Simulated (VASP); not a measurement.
A run of VASP 6.6.1 is set up as follows.

The input INCAR:

```
SYSTEM = Ti
  ALGO = Normal
  EDIFF = 1E-7
  EDIFFG = -0.005
  ENCUT = 600
  GGA = PS
  IBRION = 2
  ISIF = 3
  ISMEAR = 0
  LASPH = .True.
  LCHARG = .False.
  LREAL = .False.
  LWAVE = .False.
  NELM = 60
  NSW = 90
  PREC = Accurate
  SIGMA = 0.1
```

File KPOINTS:

```
k-points
0
Gamma
  12 12 14
  0 0 0
```

File POSCAR:

```
Ti
1.0
    4.5673748300      0.0000000000      0.0000000000
   -2.2836874200      3.9554626300      0.0000000000
    0.0000000000      0.0000000000      2.8262442700
Ti
3
Direct
    0.0000000000      0.0000000000      0.0000000000
    0.3333333300      0.6666666700      0.5000000000
    0.6666666700      0.3333333300      0.5000000000
```

Potentials or basis: VASP PAW PBE potentials, release 64 (Ti_sv).

Command:

```bash
$ cat potpaw_PBE.64/Ti_sv/POTCAR > POTCAR
$ mpirun -np 1 vasp_std > vasp.out
```

**Question.** Estimate the band gap on the k mesh.

**Answer.** None (metal or under the smearing width).

**Question.** What does it give for the space group after relaxing (to 0.05 Å)?

**Answer.** P6/mmm (No. 191).

**Question.** Estimate the relaxed volume.

**Answer.** 16.44 Å³/atom.

**Question.** Estimate the relaxed cell.

**Answer.** a = 4.512 Å, b = 4.512 Å, c = 2.798 Å, α = 90.00°, β = 90.00°, γ = 120.00°.

Step by step:
```
step  energy change (eV)  largest force (eV/Å)  pressure (GPa)  volume (Å³)
   1              0.0000                0.0000           -3.90        51.06
   2             -0.0098                0.0000            3.19        48.06
   3             -0.0220                0.0000            0.00        49.31
   4             -0.0220                0.0000            0.07        49.27
   5             -0.0221                0.0000            0.08        49.27
   6             -0.0221                0.0000            0.08        49.27
   7             -0.0221                0.0000           -0.04        49.32
```

Caveat: the PAW data sets were made with another functional, which shifts forces and pressure a little.
